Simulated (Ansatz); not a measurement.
A plane-wave DFT run in Ansatz 0.2.0 (scalar-relativistic PAW potentials unless the input names others): input and command.

```yaml
crystal:
  lattice:
    - [3.7456069027, 0.0, 0.0]
    - [-1.8728034514, 3.2437907304, 0.0]
    - [0.0, 0.0, 16.384066652]
  atoms:
    - { symbol: Ga, position: [0.3333333333, 0.6666666667, 0.1757799499] }
    - { symbol: Ga, position: [0.6666666667, 0.3333333333, 0.6757799499] }
    - { symbol: Ga, position: [0.3333333333, 0.6666666667, 0.3242200501] }
    - { symbol: Ga, position: [0.6666666667, 0.3333333333, 0.8242200501] }
    - { symbol: Se, position: [0.3333333333, 0.6666666667, 0.6041925208] }
    - { symbol: Se, position: [0.6666666667, 0.3333333333, 0.1041925208] }
    - { symbol: Se, position: [0.3333333333, 0.6666666667, 0.8958074792] }
    - { symbol: Se, position: [0.6666666667, 0.3333333333, 0.3958074792] }
basis:
  ecutwfc: "33.1 Ry"
kpoints:
  mp_grid: { grid: [12, 12, 2] }
hamiltonian:
  xc: pbesol
scf:
  occupations: { method: gaussian, width: 0.02 }
output:
  forces: true
  eigenvalues: true
  stress: true
```

```bash
ansatz run input.yaml --threads 1 --pin off --max-ram 2560MiB --backend cpu --events-out ev --progress --plain --runs-dir out
```

Abridged log:
```
Basis set: ecut = 450.34844237 eV, 4341 PW (Γ), exchange–correlation on 54×54×240 points (8 copies of the dense FFT grid, shifted against one another)
Bands: 70, of which v1, the nominal top of the filled ones, is band 58 counted from 1 (57 counted from 0)
Symmetry: 24 space group operations
k-points: 38 of 288
SCF iter   1: F=—  HF=-36674.101144 eV  |F-HF|=—  |Δ(HF+E_count)|=         —  Δρ=2.99e-3  dr2=2.77e-2  ethr=1.77e-3  ⟨swp⟩=6.0  Hψ=9226  notcnv=0  defer=6
SCF iter   2: F=—  HF=-36674.093357 eV  |F-HF|=—  |Δ(HF+E_count)|=   7.79e-3  Δρ=1.23e-3  dr2=3.17e-3  ethr=2.39e-5  ⟨swp⟩=2.7  Hψ=5136  notcnv=0  defer=284
SCF iter   3: F=—  HF=-36674.093327 eV  |F-HF|=—  |Δ(HF+E_count)|=   3.07e-5  Δρ=5.79e-4  dr2=7.60e-4  ethr=2.73e-6  ⟨swp⟩=1.3  Hψ=2629  notcnv=0  defer=170
automatic band count: iteration 3 solves 67 bands in place of 70: the levels show a gap, and the empty bands left out lie too high to hold charge; the band table lists the bands solved (type scf.n_extra_bands for more)
SCF iter   4: F=—  HF=-36674.093474 eV  |F-HF|=—  |Δ(HF+E_count)|=   1.48e-4  Δρ=1.70e-4  dr2=6.03e-5  ethr=6.55e-7  ⟨swp⟩=2.0  Hψ=3820  notcnv=0  defer=170
SCF iter   5: F=—  HF=-36674.093462 eV  |F-HF|=—  |Δ(HF+E_count)|=   1.21e-5  Δρ=6.54e-5  dr2=1.03e-5  ethr=5.19e-8  ⟨swp⟩=2.0  Hψ=3820  notcnv=0  defer=170
SCF iter   6: F=—  HF=-36674.093469 eV  |F-HF|=—  |Δ(HF+E_count)|=   6.86e-6  Δρ=1.59e-5  dr2=7.94e-7  ethr=8.85e-9  ⟨swp⟩=2.0  Hψ=3820  notcnv=0  defer=170
SCF iter   7: F=-36674.093470 eV  HF=-36674.093470 eV  |F-HF|=3.57e-8  |Δ(HF+E_count)|=   8.14e-7  Δρ=4.87e-6  dr2=5.95e-8  ethr=8.62e-11  ⟨swp⟩=8.2  Hψ=11040  notcnv=0
SCF 1 converged in 7 iterations: F = -36674.093470 eV  dr2 = 5.95e-8
SCF converged after 7 iterations
Free energy (F): -36674.093470 eV
Harris-Foulkes:  -36674.093470 eV  (|F-HF|=3.57e-8)
Internal energy: -36674.093470 eV  (E = F + TS)
E sigma→0 (E₀):  -36674.093470 eV
Fermi energy:    7.432363 eV
--- Forces (eV/Å), atoms counted from 1 ---
  atom   1  Ga     0.00000000     0.00000000    -0.00258415
  atom   2  Ga     0.00000000     0.00000000    -0.00258415
  atom   3  Ga     0.00000000     0.00000000     0.00258415
  atom   4  Ga     0.00000000     0.00000000     0.00258415
  atom   5  Se     0.00000000     0.00000000     0.00216134
  atom   6  Se     0.00000000     0.00000000     0.00216134
  atom   7  Se     0.00000000     0.00000000    -0.00216134
  atom   8  Se     0.00000000     0.00000000    -0.00216134
--- Stress (GPa, compression-positive) ---
        0.005113       0.000000       0.000000
        0.000000       0.005113       0.000000
        0.000000       0.000000      -0.007487
  P = ⅓ Tr σ = 0.0009 GPa (0.009 kbar)
```

Apart from outputs and empty bands, the input differs from a reference run on usual settings in basis.ecutwfc: 420 → "33.1 Ry". The reference, at the same geometry, gave pressure 0.00 GPa, largest force 0.002 eV/Å, gap on the mesh 1.06 eV. This run converged in 7 SCF iterations (reference: 7) with an energy at zero smearing 0.42 meV/atom below the reference's, pressure 0.00 GPa, largest force 0.003 eV/Å, gap on the mesh 1.06 eV.

It took 28 s on 1 thread of Intel(R) Xeon(R) Platinum 8259CL CPU @ 2.50GHz (Skylake/Cascade Lake), with other jobs on the host, peak memory 0.76 GiB.